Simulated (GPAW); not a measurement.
# Zn (Im-3m) in GPAW: a series of runs

The runs below take Zn through single point, with PBEsol+D3(BJ), RPBE.

Everything below comes from runs of GPAW 26.7.0. Logs are shortened: lines on timing, memory, paths and dates and some standing lists are left out, and cuts for length are marked. The log counts tension as positive stress, the text compression.

### 1 Starting point

It takes space group Im-3m (No. 229, cubic). Conventional cell: a = 3.138 Å, b = 3.138 Å, c = 3.138 Å, α = 90.00°, β = 90.00°, γ = 90.00°. Zn (site symmetry m-3m) is surrounded by 8 Zn at 2.72 Å.

This isn't the form of Zn at room conditions, which is hcp.

### 2 Single point, PBEsol+D3(BJ)

File run.py:

```python
from ase.calculators.mixing import SumCalculator
from ase.dft.bandgap import bandgap
from ase.io import read, write
from ase.units import GPa
from dftd3.ase import DFTD3
from gpaw import GPAW, PW, setup_paths

setup_paths.insert(0, '.')

atoms = read('Zn.xyz')

calc = GPAW(mode=PW(600),
            xc='PBEsol',
            kpts={'size': (12, 12, 12), 'gamma': True},
            occupations={'name': 'methfessel-paxton', 'width': 0.2, 'order': 1},
            nbands=13,
            convergence={'density': 1e-05, 'energy': 1e-05},
            maxiter=150,
            txt='gpaw.txt')
atoms.calc = SumCalculator([calc, DFTD3(method='pbesol', damping='d3bj')])
energy = atoms.get_potential_energy()
forces = atoms.get_forces()
stress = atoms.get_stress()
calc.write('gs.gpw')
write('result.traj', atoms)
print(f'Energy: {energy:.6f} eV')
print('Forces (eV/A):')
print(forces.round(4))
print('Stress (GPa):', (stress / GPa).round(3))
print('Fermi level:', round(calc.get_fermi_level(), 4), 'eV')
print(f'Gap: {bandgap(calc)[0]:.4f} eV, direct: {bandgap(calc, direct=True)[0]:.4f} eV')
```

File Zn.xyz:

```xyz
1
Lattice="-1.5690370000 1.5690370000 1.5690370000 1.5690370000 -1.5690370000 1.5690370000 1.5690370000 1.5690370000 -1.5690370000" Properties=species:S:1:pos:R:3 pbc="T T T"
Zn     0.0000000000      0.0000000000      0.0000000000
```

Potentials or basis: PAW data sets generated in the run's folder for this functional, pw.

Command:

```bash
$ gpaw-setup -f PBEsol Zn
$ OMP_NUM_THREADS=1 python run.py
```

gpaw.txt:

```text
__  _  _
 | _ |_)|_||  |
 |__||  | ||/\| - 26.7.0

Input parameters:
  mode=PW(ecut=600.0),
  convergence={'density': 1e-05, 'energy': 1e-05},
  kpts=MonkhorstPack(size=(12, 12, 12), gamma=True),
  maxiter=150,
  nbands=13,
  occupations=Occupations(name='methfessel-paxton', width=0.2, order=1),
  xc=XC(name='PBEsol')

Diagonalizing LCAO Hamiltonian
Converting LCAO to pw mode

       Zn

Atoms  # Å, Bohr magnetons
|   | symbol |        x |        y |        z |    initial magnetic moments |
|---|--------|----------|----------|----------|-----------------------------|
| 0 |     Zn | 0.000000 | 0.000000 | 0.000000 | ( 0.0000,  0.0000,  0.0000) |

Unit cell  # Å
| periodic |         x |         y |         z |  lengths |     angles |
|----------|-----------|-----------|-----------|----------|------------|
|      yes | -1.569037 |  1.569037 |  1.569037 | 2.717652 | 109.471221 |
|      yes |  1.569037 | -1.569037 |  1.569037 | 2.717652 | 109.471221 |
|      yes |  1.569037 |  1.569037 | -1.569037 | 2.717652 | 109.471221 |

Number of symmetries: 48
Symmetry operations  # r_c * U_cc + t_c -> r_c
|    | kind |            matrix            |
|----|------|------------------------------|
|  0 |  σ   |  1, 1, 1,  0, 0,-1,  0,-1, 0 |
|  1 |  C4  |  1, 1, 1,  0, 0,-1, -1, 0, 0 |
|  2 |  C2  |  1, 1, 1,  0,-1, 0,  0, 0,-1 |
|  3 |  S6  |  1, 1, 1,  0,-1, 0, -1, 0, 0 |
|  4 |  S6  |  1, 1, 1, -1, 0, 0,  0, 0,-1 |
|  5 |  C4  |  1, 1, 1, -1, 0, 0,  0,-1, 0 |
|  6 |  E   |  1, 0, 0,  0, 1, 0,  0, 0, 1 |
|  7 |  σ   |  1, 0, 0,  0, 1, 0, -1,-1,-1 |
|  8 |  σ   |  1, 0, 0,  0, 0, 1,  0, 1, 0 |
|  9 |  C3  |  1, 0, 0,  0, 0, 1, -1,-1,-1 |
| 10 |  C3  |  1, 0, 0, -1,-1,-1,  0, 1, 0 |
| 11 |  σ   |  1, 0, 0, -1,-1,-1,  0, 0, 1 |
| 12 |  σ   |  0, 1, 0,  1, 0, 0,  0, 0, 1 |
| 13 |  C2  |  0, 1, 0,  1, 0, 0, -1,-1,-1 |
| 14 |  C3  |  0, 1, 0,  0, 0, 1,  1, 0, 0 |
| 15 |  S4  |  0, 1, 0,  0, 0, 1, -1,-1,-1 |
| 16 |  S4  |  0, 1, 0, -1,-1,-1,  1, 0, 0 |
| 17 |  C3  |  0, 1, 0, -1,-1,-1,  0, 0, 1 |
| 18 |  C3  |  0, 0, 1,  1, 0, 0,  0, 1, 0 |
| 19 |  S4  |  0, 0, 1,  1, 0, 0, -1,-1,-1 |
| 20 |  σ   |  0, 0, 1,  0, 1, 0,  1, 0, 0 |
| 21 |  C3  |  0, 0, 1,  0, 1, 0, -1,-1,-1 |
| 22 |  C2  |  0, 0, 1, -1,-1,-1,  1, 0, 0 |
| 23 |  S4  |  0, 0, 1, -1,-1,-1,  0, 1, 0 |
| 24 |  C4  |  0, 0,-1,  1, 1, 1,  0,-1, 0 |
| 25 |  σ   |  0, 0,-1,  1, 1, 1, -1, 0, 0 |
| 26 |  S6  |  0, 0,-1,  0,-1, 0,  1, 1, 1 |
| 27 |  C2  |  0, 0,-1,  0,-1, 0, -1, 0, 0 |
| 28 |  C4  |  0, 0,-1, -1, 0, 0,  1, 1, 1 |
| 29 |  S6  |  0, 0,-1, -1, 0, 0,  0,-1, 0 |
| 30 |  S6  |  0,-1, 0,  1, 1, 1,  0, 0,-1 |
| 31 |  C4  |  0,-1, 0,  1, 1, 1, -1, 0, 0 |
| 32 |  C4  |  0,-1, 0,  0, 0,-1,  1, 1, 1 |
| 33 |  S6  |  0,-1, 0,  0, 0,-1, -1, 0, 0 |
| 34 |  σ   |  0,-1, 0, -1, 0, 0,  1, 1, 1 |
| 35 |  C2  |  0,-1, 0, -1, 0, 0,  0, 0,-1 |
| 36 |  C2  | -1, 0, 0,  1, 1, 1,  0, 0,-1 |
| 37 |  S6  | -1, 0, 0,  1, 1, 1,  0,-1, 0 |
| 38 |  S6  | -1, 0, 0,  0, 0,-1,  1, 1, 1 |
| 39 |  C2  | -1, 0, 0,  0, 0,-1,  0,-1, 0 |
| 40 |  C2  | -1, 0, 0,  0,-1, 0,  1, 1, 1 |
| 41 |  i   | -1, 0, 0,  0,-1, 0,  0, 0,-1 |
| 42 |  S4  | -1,-1,-1,  1, 0, 0,  0, 1, 0 |
| 43 |  C3  | -1,-1,-1,  1, 0, 0,  0, 0, 1 |
| 44 |  C3  | -1,-1,-1,  0, 1, 0,  1, 0, 0 |
| 45 |  σ   | -1,-1,-1,  0, 1, 0,  0, 0, 1 |
| 46 |  S4  | -1,-1,-1,  0, 0, 1,  1, 0, 0 |
| 47 |  C2  | -1,-1,-1,  0, 0, 1,  0, 1, 0 |

BZ-sampling:
  Number of BZ points: 1728
  Number of IBZ points: 72

  Monkhorst-Pack size: [12, 12, 12]
  Monkhorst-Pack shift: [0.041666666666666664, 0.041666666666666664, 0.041666666666666664]

K-points  # in reciprocal-cell coordinates
|     |                                coordinates |     weight |
|-----|--------------------------------------------|------------|
|   0 | ( -0.00000000,  -0.00000000,  -0.00000000) | 0.00057870 |
|   1 | (  0.08333333,  -0.00000000,  -0.00000000) | 0.00694444 |
|   2 | (  0.08333333,   0.08333333,  -0.08333333) | 0.00347222 |
|   3 | (  0.16666667,  -0.00000000,  -0.08333333) | 0.01388889 |
|   4 | (  0.16666667,  -0.00000000,  -0.00000000) | 0.00694444 |
|   5 | (  0.16666667,   0.08333333,  -0.08333333) | 0.01388889 |
|   6 | (  0.16666667,   0.16666667,  -0.16666667) | 0.00347222 |
|   7 | (  0.25000000,  -0.08333333,  -0.08333333) | 0.00462963 |
|   8 | (  0.25000000,  -0.00000000,  -0.08333333) | 0.02777778 |
|   9 | (  0.25000000,  -0.00000000,  -0.00000000) | 0.00694444 |
| ... |                                            |            |
|  71 | (  0.50000000,   0.50000000,   0.50000000) | 0.00057870 |

Plane wave coefficients: 533
Cutoff: 600.0 eV

Spin-components: 1 (collinear spins)
Bands:           13
Projectors:      6
Spin-degeneracy: 2
Datatype:        complex128

Parallelization:
  kpt:    1
  domain: 1
  band:   1

Density:
  Valence electrons: 12.0
  Components: 1
  Grid points: [16 16 16]
  Charge: 0.0  # |e|

Potential:
  Grid points: [16 16 16]

species:
  Zn:
    name:    Zinc
    Z:       30.0
    valence: 12
    core:    18
    charge:  0.0  # [|e|]
    compensation charges:
      type: gauss
      rc: 0.37  # [Å]
      lmax: 2
    cutoffs:
      filter: 2.14  # [Å]
      core: 2.28  # [Å]
    projectors
    | kind |    occ | energy [eV] | rcut [Å] |
    |------|--------|-------------|----------|
    |   4s |  2.000 |      -5.996 |    1.286 |
    |   4p |  0.000 |      -1.076 |    1.270 |
    |   3d | 10.000 |     -10.170 |    1.180 |
    |    s |        |      21.215 |    1.286 |
    |    p |        |      26.135 |    1.270 |
    |    d |        |      17.041 |    1.180 |

    Using partial waves for Zn as LCAO basis

Reference energy: -48822.745610  # eV

eigensolver:
  PPCG
  Converge bands: occupied
  niter=2

density mixing:
  MSR1-Mixer
  Pratt-step length: 0.05
  Maximum mixing coefficient: 0.75
  Old densities: 10
  SVD Regularization: 0.005
  Good broyden scale: 1.0
  Trust region scale: 1.0
  Backstep threshold: 4.0
  History deletion threshold: 6.0
  Fourier metric: weight=20.0, sigma=0.015

occupation numbers:
  Methfessel-Paxton:
    width: 0.2000  # eV
    order: 1

poisson solver:
  ecut: 4800.0  # eV

xc functional:
  name: PBEsol with 2 nearest neighbor stencil

convergence criteria:
- Maximum integral of absolute [dens]ity change: 1e-05 electrons / valence electron
- Maximum [total energy] change in last 3 cyles: 1e-05 eV / valence electron
- Maximum integral of absolute [eigenst]ate change: 4e-08 eV^2 / valence electron
maximum number of iterations: 150

SCF iterations
|iter     | |      energy | eigst |  dens |
|---------|-|-------------|-------|-------|
|iter:   1| |   -1.629947 | -0.09 |       |
|iter:   2| |   -1.604539 | -3.08 | -1.40 |
|iter:   3| |   -1.543272 | -1.97 | -1.45 |
|iter:   4| |   -1.544465 | -3.46 | -1.90 |
|iter:   5| |   -1.544748 | -3.55 | -2.26 |
|iter:   6| |   -1.544772 | -5.56 | -3.77 |
|iter:   7| |   -1.544775c| -5.97 | -3.85 |
|iter:   8| |   -1.544775c| -8.69c| -5.03c|

Converged in 8 steps
Energy contributions relative to reference atoms: (reference = -48822.745610)

Energy contributions:
  Kinetic:          -2.677373
  Coulomb:           4.090780
  Zero:             -0.030815
  External:          0.000000
  Xc:               -2.926737
  Entropy:          -0.000945
  Spinorbit:         0.000000
  ----------------------------
  Free energy:      -1.545090
  Extrapolated:     -1.544775

dipole moment: (-3.017821, -3.017821, -3.017821)  # |e|*Ang

Fermi level: 6.376
Eigenvalues  # (at kpt = [-0.000, -0.000, -0.000])
| band index |      eig [eV] | occ [0-2] |
|------------|---------------|-----------|
|          0 |        -3.930 |     2.000 |
|          1 |        -1.287 |     2.000 |
|          2 |        -1.287 |     2.000 |
|          3 |        -1.287 |     2.000 |
|          4 |        -0.792 |     2.000 |
|          5 |        -0.792 |     2.000 |
|          6 |        25.335 |     0.000 |
|          7 |        25.335 |     0.000 |
|          8 |        25.335 |     0.000 |
|          9 |        26.907 |     0.000 |
|         10 |        26.907 |     0.000 |
|         11 |        26.907 |     0.000 |
|         12 |        28.305 |     0.000 |

No gap
No difference between direct/indirect transitions

Forces  # eV/Ang
|        x |       y |       z |
|----------|---------|---------|
| -0.00000 | 0.00000 | 0.00000 |  # Zn   0

Stress tensor  # eV/Ang^3
|         x |         y |         z |
|-----------|-----------|-----------|
|  0.034281 | -0.000000 | -0.000000 |
| -0.000000 |  0.034281 |  0.000000 |
| -0.000000 |  0.000000 |  0.034281 |

# Writing to gs.gpw (mode='')
```

Wall time 12 s (1 thread of Intel Xeon Platinum 8488C (Sapphire Rapids), shared host); peak memory 0.14 GiB.

Results:

```
Free energy                : -1.8981 eV
Pressure                   : -9.2 GPa
Band gap on the k mesh     : none (metal or under the smearing width)
Dispersion energy per atom : -0.353 eV
```

Caveat: this smearing can pin the Fermi level at a band edge; pairwise dispersion overbinds metals, which lowers pressure and volume.

### 3 Single point, RPBE

File run.py:

```python
from ase.dft.bandgap import bandgap
from ase.io import read, write
from ase.units import GPa
from gpaw import GPAW, PW

atoms = read('Zn.xyz')

calc = GPAW(mode=PW(600),
            xc='RPBE',
            kpts={'size': (12, 12, 12), 'gamma': True},
            occupations={'name': 'methfessel-paxton', 'order': 0, 'width': 0.1},
            nbands=13,
            convergence={'density': 1e-05, 'energy': 1e-05},
            maxiter=150,
            txt='gpaw.txt')
atoms.calc = calc
energy = atoms.get_potential_energy()
forces = atoms.get_forces()
stress = atoms.get_stress()
calc.write('gs.gpw')
write('result.traj', atoms)
print(f'Energy: {energy:.6f} eV')
print('Forces (eV/A):')
print(forces.round(4))
print('Stress (GPa):', (stress / GPa).round(3))
print('Fermi level:', round(calc.get_fermi_level(), 4), 'eV')
print(f'Gap: {bandgap(calc)[0]:.4f} eV, direct: {bandgap(calc, direct=True)[0]:.4f} eV')
```

Zn.xyz is that of step 2.

Potentials or basis: the program's PAW data sets (release 1.2.1) made for this functional, pw.

Command:

```bash
$ OMP_NUM_THREADS=1 python run.py
```

Wall time 9.3 s (1 thread of Intel Xeon Platinum 8488C (Sapphire Rapids), shared host); peak memory 0.13 GiB.

The run converged. Its results:

- Free energy: -0.7250 eV
- Pressure: 2.4 GPa
- Band gap on the k mesh: none (metal or under the smearing width)

Levels at points of the mesh, in eV from the Fermi level:
| k point | band 2 | band 3 | band 4 | band 5 | band 6 | band 7 | band 8 | band 9 |
| --- | --- | --- | --- | --- | --- | --- | --- | --- |
| (0.00, 0.00, 0.00) | -7.71 | -7.71 | -7.71 | -7.23 | -7.23 | 19.10 | 19.10 | 19.10 |
| (0.50, 0.50, 0.00) | -8.01 | -7.25 | -7.20 | -6.90 | -2.64 | -0.94 | 11.33 | 12.61 |
| (0.50, 0.50, 0.50) | -8.27 | -6.98 | -6.98 | -6.98 | 4.21 | 4.21 | 4.21 | 7.61 |
